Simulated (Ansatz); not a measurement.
**Two inputs for MgTe**

Cell: a structure deposited in the COD, its atoms then relaxed with PBE in this cell.

```xyz
4
Lattice="4.5200 0.0000 0.0000 -2.2600 3.9144 0.0000 0.0000 0.0000 7.3300" Properties=species:S:1:pos:R:3 pbc="T T T"
Mg    0.0000    2.6096    0.0295
Mg    2.2600    1.3048    3.6945
Te    0.0000    2.6096    2.7925
Te    2.2600    1.3048    6.4575
```

Atom numbers follow the list; atoms alike are taken as one site, whose name carries the number of the first.

Reference run. Method: Kohn–Sham DFT in Ansatz, PBE, plane waves and PAW, scalar-relativistic, 420 eV cutoff, Γ-centred 7×7×4 k-points, Fermi–Dirac smearing 0.02 eV.

**Question.** The input is changed as follows: `basis.ecutwfc`: not typed → 350 eV; `hamiltonian.pseudopotentials`: {kind: paw} → {kind: paw, source: jth}; `scf.initial_density.chi_scale`: not typed → 0.1. What happens to V_zz (10²¹ V/m²) and η?

**Answer.** 

| site | atom | V_zz reference | η reference | V_zz changed | η changed |
| --- | --- | --- | --- | --- | --- |
| Mg | 1 | 0.039 | 0.00 | 0.041 | 0.00 |
| Te | 3 | -0.090 | 0.00 | -0.086 | 0.00 |

No V_zz moves by more than 0.01. The changed run reads another set of PAW files, with 32 valence electrons a neutral cell instead of 52. New warnings: cutoff below recommended, radial quadrature taken. In the changed run the cutoff of 350 eV lies below the one recommended for these PAW files, yet the gradients stay close to the reference.

On the reference run: Without spin–orbit coupling the gradients at and beside Te can be off by some per cent, at some sites by more.
